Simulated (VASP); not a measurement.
Input of a VASP 6.6.1 run:

INCAR

```
SYSTEM = Au
PREC     = Accurate       ! precision mode
ENCUT    = 300            ! plane-wave cutoff, eV
EDIFF    = 1E-7           ! SCF threshold, eV
ISMEAR   = 0              ! smearing method
SIGMA    = 0.1            ! smearing width, eV
LREAL    = .FALSE.        ! projectors in reciprocal space
LASPH    = .TRUE.         ! aspherical terms in the spheres
NELM     = 100            ! most SCF steps
ALGO     = Fast           ! electronic algorithm
ISIF     = 3              ! what is computed and relaxed
LWAVE    = .FALSE.        ! write WAVECAR
LCHARG   = .FALSE.        ! write CHGCAR
GGA      = PS             ! functional
IBRION   = 2              ! ionic algorithm
NSW      = 90             ! ionic steps
EDIFFG   = -0.005         ! ionic threshold
```

KPOINTS

```
regular mesh
0
G
  18 18 18
  0 0 0
```

POSCAR

```
Au
1.0
    0.0000000000      2.0585000000      2.0585000000
    2.0585000000      0.0000000000      2.0585000000
    2.0585000000      2.0585000000      0.0000000000
Au
1
Direct
    0.0000000000      0.0000000000      0.0000000000
```

Potentials or basis: VASP PAW PBE potentials, release 64 (Au).

Run with:

```sh
$ cat potpaw_PBE.64/Au/POTCAR > POTCAR
$ mpirun -np 1 vasp_std > vasp.out
```

(1) What does it give for the relaxed volume?

(2) Estimate the space group after relaxing (to 0.05 Å).

Results:

(1) 16.92 Å³/atom.

(2) Fm-3m (No. 225).

Caveat: the PAW data sets were made with another functional, which shifts forces and pressure a little.
